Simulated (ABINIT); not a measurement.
The system is HgSe.

```
Hg Se
1.0
     0.00000    3.03900    3.03900
     3.03900    0.00000    3.03900
     3.03900    3.03900    0.00000
Hg Se
1 1
Direct
  0.00000 0.00000 0.00000
  0.75000 0.75000 0.75000
```

Base run:

* Program: ABINIT 10.8.3 (patched build)
* Functional: PBEsol
* Potentials or basis: JTH PAW PBE v2.0
* Cutoff: 544 eV
* k mesh: 8 × 8 × 8
* Occupations: fermi-dirac, width 0.05 eV
* Spin: no spin polarisation

Its results: band gap on the k mesh none (metal or under the smearing width); pressure 1.7 GPa.

After a change of settings the same cell gave: band gap on the k mesh none (metal or under the smearing width); pressure 8.0 GPa. Which change was it?
A. k mesh from 8 × 8 × 8 to 6 × 6 × 6
B. functional from PBEsol to rPW86PBE
C. potentials or basis from JTH PAW PBE v2.0 to PseudoDojo NC SR PBEsol v0.4.1 standard; cutoff from 544 eV to 1061 eV; k mesh from 8 × 8 × 8 to 6 × 6 × 6; valence electrons from 18 to 36
D. functional from PBEsol to WC

B.

Caveats: the PAW data sets were made with another functional, which shifts forces and pressure a little; spin-orbit coupling is left out, which moves the levels of the heavy elements.

Runs at the PBE level aren't shown here.
